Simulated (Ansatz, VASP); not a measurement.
# HgTe in VASP and in Ansatz

File INCAR:

```
SYSTEM = HgTe
  ALGO = Normal
  EDIFF = 1E-6
  ENCUT = 520
  GGA = PE
  ISIF = 2
  ISMEAR = 0
  LASPH = .TRUE.
  LCHARG = .FALSE.
  LREAL = .FALSE.
  LWAVE = .FALSE.
  NBANDS = 16
  NELM = 60
  PREC = Accurate
  SIGMA = 0.15
```

The input KPOINTS:

```
k-points
0
G
  16 16 16
  0 0 0
```

File POSCAR:

```
HgTe
1.0
    0.0000000000      3.1585581823      3.1585581823
    3.1585581823      0.0000000000      3.1585581823
    3.1585581823      3.1585581823      0.0000000000
Hg Te
1 1
Direct
    0.0000000000      0.0000000000      0.0000000000
    0.7500000000      0.7500000000      0.7500000000
```

Input for Ansatz:

```yaml
crystal:
  lattice:
    - [0.0, 3.1585581728, 3.1585581728]
    - [3.1585581728, 0.0, 3.1585581728]
    - [3.1585581728, 3.1585581728, 0.0]
  atoms:
    - { symbol: Hg, position: [0.0, 0.0, 0.0] }
    - { symbol: Te, position: [0.75, 0.75, 0.75] }
basis:
  ecutwfc: 420
kpoints:
  mp_grid: { grid: [16, 16, 16] }
hamiltonian:
  xc: pbe
scf:
  occupations: { method: gaussian, width: 0.15 }
output:
  forces: true
  stress: true
  eigenvalues: true
```

Change from the starting cell: strain -0.050 along x and y, -0.050 along z, atoms carried along.

Alike in both runs: task single point; functional PBE; k mesh 16 × 16 × 16; occupations gaussian, width 0.15 eV; no spin polarisation.

|  | VASP | Ansatz |
| --- | --- | --- |
| version | VASP 6.6.1 | Ansatz 0.2.0 |
| potentials or method | VASP PAW PBE potentials, release 64 (Hg, Te) | scalar-relativistic, plane waves, PAW |
| plane-wave cutoff (eV) | 520 | 420 |
| valence electrons in the cell | 18 | 36 |

```csv
,VASP,Ansatz,Ansatz less VASP
gap on the k mesh at the Fermi level (eV),none,none,-
pressure (GPa),8.0,7.9,-0.11
```

A gap of «none» marks a metal or a gap that the smearing closes. With one functional, cell and mesh, what is left measures potentials, basis and numerics. The two sets of potentials don't hold the same shells in valence.

Spin-orbit coupling is left out, which matters for the levels of Hg, Te.
